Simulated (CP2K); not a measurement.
# SnTe (Fm-3m) in CP2K: settings compared, part 3 of 4

CP2K 2026.2.

## 4. Band structure, LDA

snte_bands.inp reads:

```
&GLOBAL
  PROJECT snte_bands
  RUN_TYPE ENERGY_FORCE
  PRINT_LEVEL LOW
&END GLOBAL
&FORCE_EVAL
  METHOD QS
  STRESS_TENSOR ANALYTICAL
  &DFT
    BASIS_SET_FILE_NAME BASIS_MOLOPT_UZH
    POTENTIAL_FILE_NAME GTH_POTENTIALS
    &MGRID
      CUTOFF 450
      REL_CUTOFF 60
      NGRIDS 5
    &END MGRID
    &QS
      METHOD GPW
      EPS_DEFAULT 1.0E-10
    &END QS
    &KPOINTS
      SCHEME MONKHORST-PACK 7 7 7
      GAMMA_CENTERED T
      SYMMETRY T
      SYMMETRY_BACKEND SPGLIB
    &END KPOINTS
    &SCF
      SCF_GUESS ATOMIC
      EPS_SCF 1.0E-6
      MAX_SCF 100
      ADDED_MOS 10
      CHOLESKY OFF
      EPS_EIGVAL 1.0E-7
      &DIAGONALIZATION ON
        ALGORITHM STANDARD
      &END DIAGONALIZATION
      &MIXING ON
        METHOD BROYDEN_MIXING
        ALPHA 0.4
        BETA 1.5
        NBUFFER 8
      &END MIXING
      &SMEAR ON
        METHOD FERMI_DIRAC
        ELECTRONIC_TEMPERATURE [K] 300.557
      &END SMEAR
    &END SCF
    &XC
      &XC_FUNCTIONAL
        &LDA_X
        &END LDA_X
        &LDA_C_PW
        &END LDA_C_PW
      &END XC_FUNCTIONAL
    &END XC
    &PRINT
      &KPOINTS ON
      &END KPOINTS
      &MULLIKEN ON
      &END MULLIKEN
      &MO ON
        ENERGIES T
        OCCUPATION_NUMBERS T
        &EACH
          QS_SCF 0
        &END EACH
        ADD_LAST NUMERIC
      &END MO
      &BAND_STRUCTURE
        FILE_NAME bands.bs
        ADDED_MOS 6
        &KPOINT_SET
          UNITS B_VECTOR
          NPOINTS 6
          SPECIAL_POINT GAMMA 0.00000000 0.00000000 0.00000000
          SPECIAL_POINT X 0.50000000 0.00000000 0.50000000
          SPECIAL_POINT W 0.50000000 0.25000000 0.75000000
          SPECIAL_POINT K 0.37500000 0.37500000 0.75000000
          SPECIAL_POINT GAMMA 0.00000000 0.00000000 0.00000000
          SPECIAL_POINT L 0.50000000 0.50000000 0.50000000
          SPECIAL_POINT U 0.62500000 0.25000000 0.62500000
          SPECIAL_POINT W 0.50000000 0.25000000 0.75000000
          SPECIAL_POINT L 0.50000000 0.50000000 0.50000000
          SPECIAL_POINT K 0.37500000 0.37500000 0.75000000
        &END KPOINT_SET
        &KPOINT_SET
          UNITS B_VECTOR
          NPOINTS 6
          SPECIAL_POINT U 0.62500000 0.25000000 0.62500000
          SPECIAL_POINT X 0.50000000 0.00000000 0.50000000
        &END KPOINT_SET
      &END BAND_STRUCTURE
    &END PRINT
  &END DFT
  &SUBSYS
    &CELL
      A 4.4559748030 0.0000000000 0.0000000000
      B 2.2279874015 3.8589873780 0.0000000000
      C 2.2279874015 1.2863291260 3.6382881914
      PERIODIC XYZ
    &END CELL
    &COORD
      SCALED
      Te  0.5000000000 0.5000000000 0.5000000000
      Sn  0.0000000000 0.0000000000 0.0000000000
    &END COORD
    &KIND Te
      BASIS_SET TZVP-MOLOPT-PBE-GTH-q6
      POTENTIAL GTH-PADE-q6
    &END KIND
    &KIND Sn
      BASIS_SET TZVP-MOLOPT-PBE-GTH-q4
      POTENTIAL GTH-PADE-q4
    &END KIND
    &PRINT
      &ATOMIC_COORDINATES ON
      &END ATOMIC_COORDINATES
      &CELL ON
      &END CELL
    &END PRINT
  &END SUBSYS
  &PRINT
    &FORCES ON
    &END FORCES
    &STRESS_TENSOR ON
    &END STRESS_TENSOR
  &END PRINT
&END FORCE_EVAL
```

Potentials or basis: GTH_POTENTIALS Te GTH-PADE-q6, Sn GTH-PADE-q4; TZVP-MOLOPT-PBE-GTH basis.

Command:

```sh
$ OMP_NUM_THREADS=2 cp2k.psmp -i snte_bands.inp -o snte_bands.out
```

snte_bands.out:

```text

 CP2K| version string:                                       CP2K version 2026.2
 CP2K| Input file name                                            snte_bands.inp

 GLOBAL| Force Environment number                                              1
 GLOBAL| Basis set file name                                    BASIS_MOLOPT_UZH
 GLOBAL| Potential file name                                      GTH_POTENTIALS
 GLOBAL| MM Potential file name                                     MM_POTENTIAL
 GLOBAL| Coordinate file name                                      __STD_INPUT__
 GLOBAL| Method name                                                        CP2K
 GLOBAL| Project name                                                 snte_bands
 GLOBAL| Run type                                                   ENERGY_FORCE
 GLOBAL| FFT library                                                       FFTW3
[... 5 lines left out ...]
 GLOBAL| Global print level                                                  LOW
 GLOBAL| Total number of message passing processes                             1
 GLOBAL| Number of threads for this process                                    2
 GLOBAL| CPU model name                                                  UNKNOWN

 CELL| Volume [angstrom^3]:                                            62.562368
 CELL| Vector a [angstrom]:       4.456     0.000     0.000   |a| =     4.455975
 CELL| Vector b [angstrom]:       2.228     3.859     0.000   |b| =     4.455975
 CELL| Vector c [angstrom]:       2.228     1.286     3.638   |c| =     4.455975
 CELL| Angle (b,c), alpha [degree]:                                    60.000000
 CELL| Angle (a,c), beta  [degree]:                                    60.000000
 CELL| Angle (a,b), gamma [degree]:                                    60.000000
 CELL| Numerically orthorhombic:                                              NO
 CELL| Periodicity                                                           XYZ

 CELL_REF| Volume [angstrom^3]:                                        62.562368
 CELL_REF| Vector a [angstrom     4.456     0.000     0.000   |a| =     4.455975
 CELL_REF| Vector b [angstrom     2.228     3.859     0.000   |b| =     4.455975
 CELL_REF| Vector c [angstrom     2.228     1.286     3.638   |c| =     4.455975
 CELL_REF| Angle (b,c), alpha [degree]:                                60.000000
 CELL_REF| Angle (a,c), beta  [degree]:                                60.000000
 CELL_REF| Angle (a,b), gamma [degree]:                                60.000000
 CELL_REF| Numerically orthorhombic:                                          NO
 CELL_REF| Periodicity                                                       XYZ
[... 12 lines left out ...]
                             - Atoms:                                          2
                             - Shell sets:                                     2
                             - Shells:                                        14
                             - Primitive Cartesian functions:                  8
                             - Cartesian basis functions:                     36
                             - Spherical basis functions:                     34

  Maximum angular momentum of- Orbital basis functions:                        2
                             - Local part of the GTH pseudopotential:          0
                             - Non-local part of the GTH pseudopotential:      4

 MODULE QUICKSTEP: ATOMIC COORDINATES IN ANGSTROM

   Atom Kind Element         X             Y             Z       Z(eff)     Mass
      1    1 Te   52      4.455975      2.572658      1.819144   6.0000 127.6000
      2    2 Sn   50      0.000000      0.000000      0.000000   4.0000 118.7100

 SCF PARAMETERS         Density guess:                                    ATOMIC
                        --------------------------------------------------------
                        max_scf:                                             100
[... 7 lines left out ...]
                        --------------------------------------------------------
                        level_shift [a.u.]:                             0.000000
                        added MOs                                        10    0
[... 80 lines left out ...]
  Self energy of the core charge distribution:                -25.12194509279122
  Core Hamiltonian energy:                                      5.03200069208398
  Hartree energy:                                              11.08506440288688
  Exchange-correlation energy:                                 -2.81775377696363
  Electronic entropic energy:                                  -0.00000000226131
  Fermi energy:                                                 0.17190681786892

  Total energy:                                               -11.82263377702167
  Total energy (extrapolated to T->0):                        -11.82263377589101

 MO| EIGENVALUES AND OCCUPATION NUMBERS FOR K POINT 1
 MO|
 MO|  Index      Eigenvalue [a.u.]        Eigenvalue [eV]             Occupation
 MO|      1              -0.260096              -7.077581               2.000000
 MO|      2              -0.134060              -3.647963               2.000000
 MO|      3               0.101587               2.764311               2.000000
 MO|      4               0.101587               2.764312               2.000000
 MO|      5               0.159263               4.333763               1.999997
 MO|      6               0.185113               5.037176               0.000002
 MO|      7               0.186177               5.066133               0.000001
 MO|      8               0.186177               5.066134               0.000001
 MO|      9               0.491027              13.361518               0.000000
 MO|     10               0.558288              15.191781               0.000000
 MO|     11               0.558288              15.191786               0.000000
 MO|     12               0.575782              15.667825               0.000000
 MO|     13               0.673693              18.332111               0.000000
[... 274 lines left out ...]
 MO|      4               0.096278               2.619848               2.000000
 MO|      5               0.138113               3.758259               2.000000
 MO|      6               0.216572               5.893211               0.000000
 MO|      7               0.216572               5.893213               0.000000
 MO|      8               0.221397               6.024518               0.000000
 MO|      9               0.433120              11.785789               0.000000
 MO|     10               0.467089              12.710140               0.000000
 MO|     11               0.467089              12.710141               0.000000
 MO|     12               0.596106              16.220868               0.000000
 MO|     13               0.619958              16.869902               0.000000
 MO|     14               0.619958              16.869903               0.000000
 MO|     15               0.791059              21.525822               0.000000
 MO| Sum:                                                              10.000000
 MO| E(Fermi):            0.171907 a.u.          4.677822 eV

 [... the levels of further k-points ...]

 !-----------------------------------------------------------------------------!
                     Mulliken Population Analysis

 #  Atom  Element  Kind  Atomic population                           Net charge
       1     Te       1          6.247255                             -0.247255
       2     Sn       2          3.752745                              0.247255
 # Total charge                             10.000000                 -0.000000

 !-----------------------------------------------------------------------------!

 KPOINTS| Band Structure Calculation
 KPOINTS| Number of k-point sets                                               2
 KPOINTS| Number of added MOs/bands                                            6
 KPOINTS| Number of k-points in set    1                                      55
 KPOINTS| In units of b-vector [2pi/Bohr]
 KPOINTS| Special point     1       GAMMA     0.000000     0.000000     0.000000
 KPOINTS| Special point     2           X     0.500000     0.000000     0.500000
 KPOINTS| Special point     3           W     0.500000     0.250000     0.750000
 KPOINTS| Special point     4           K     0.375000     0.375000     0.750000
 KPOINTS| Special point     5       GAMMA     0.000000     0.000000     0.000000
 KPOINTS| Special point     6           L     0.500000     0.500000     0.500000
 KPOINTS| Special point     7           U     0.625000     0.250000     0.625000
 KPOINTS| Special point     8           W     0.500000     0.250000     0.750000
 KPOINTS| Special point     9           L     0.500000     0.500000     0.500000
 KPOINTS| Special point    10           K     0.375000     0.375000     0.750000
 KPOINTS| Number of k-points in set    2                                       7
 KPOINTS| In units of b-vector [2pi/Bohr]
 KPOINTS| Special point     1           U     0.625000     0.250000     0.625000
 KPOINTS| Special point     2           X     0.500000     0.000000     0.500000

 ENERGY| Total FORCE_EVAL ( QS ) energy [hartree]            -11.822634796857050

 FORCES| Atomic forces [hartree/bohr]
 FORCES|   Atom     x               y               z               |f|
 FORCES|      1  6.05196782E-14 -4.36240382E-15  4.62181707E-14   7.62743818E-14
 FORCES|      2  5.31251119E-15  7.18384521E-16 -3.13954834E-15   6.21253694E-15
 FORCES| Sum     6.58321894E-14 -3.64401929E-15  4.30786224E-14
 FORCES| Total atomic force                                       7.87586423E-14

 STRESS| Analytical stress tensor [bar]
 STRESS|                        x                   y                   z
 STRESS|      x       -1.26252719765E+04   2.50369266140E-03  -3.98406193607E-03
 STRESS|      y        2.50369266140E-03  -1.26253141696E+04   2.68656184213E-02
 STRESS|      z       -3.98406193607E-03   2.68656184213E-02  -1.26254542768E+04
 STRESS| 1/3 Trace                                            -1.26253468076E+04
 STRESS| Determinant                                          -2.01247247870E+12

 STRESS| Eigenvectors and eigenvalues of the analytical stress tensor [bar]
 STRESS|                        1                   2                   3
 STRESS| Eigenvalues  -1.26254593537E+04  -1.26253092753E+04  -1.26252717939E+04
 STRESS|      x           0.023335880882     -0.046345901539      0.998652839616
 STRESS|      y          -0.182295596231      0.981980191057      0.049831917152
 STRESS|      z           0.982966811372      0.183212886509     -0.014466719013
```

Run time: 8.6 s. Hardware: 2 threads of Arm Neoverse V1, shared host; peak memory 0.3 GiB.

Results:

```yaml
Free_energy: -321.7103 eV
Pressure: -1.3 GPa
Band_gap_along_the_path: 0.10 eV, direct
Mulliken_charges: Te -0.25; Sn +0.25 e
```

Levels at the corners of the path, in eV from the Fermi level:
```tsv
point	band 3	band 4	band 5	band 6	band 7	band 8
Γ	-2.17	-2.17	-2.17	3.36	3.36	3.36
X	-5.67	-3.80	-3.80	2.88	4.94	4.94
W	-4.92	-4.92	-0.91	0.74	5.19	5.19
K	-5.27	-3.32	-2.83	2.94	3.21	5.18
Γ	-2.17	-2.17	-2.17	3.36	3.36	3.36
L	-1.88	-1.88	-0.07	0.03	0.27	0.27
U	-5.27	-3.32	-2.83	2.94	3.21	5.18
W	-4.92	-4.92	-0.91	0.74	5.19	5.19
L	-1.88	-1.88	-0.07	0.03	0.27	0.27
K	-5.27	-3.32	-2.83	2.94	3.21	5.18
U	-5.27	-3.32	-2.83	2.94	3.21	5.18
X	-5.67	-3.80	-3.80	2.88	4.94	4.94
```

Caveat: Mulliken charges move with the basis; this odd mesh misses L, where the gap lies, so gap, dielectric constants and Born charges aren't listed; spin-orbit coupling is left out, which moves the levels of the heavy elements; the basis of atomic orbitals isn't converged, which shifts pressures, moduli and gaps.

(Continued in part 4 of 4.)
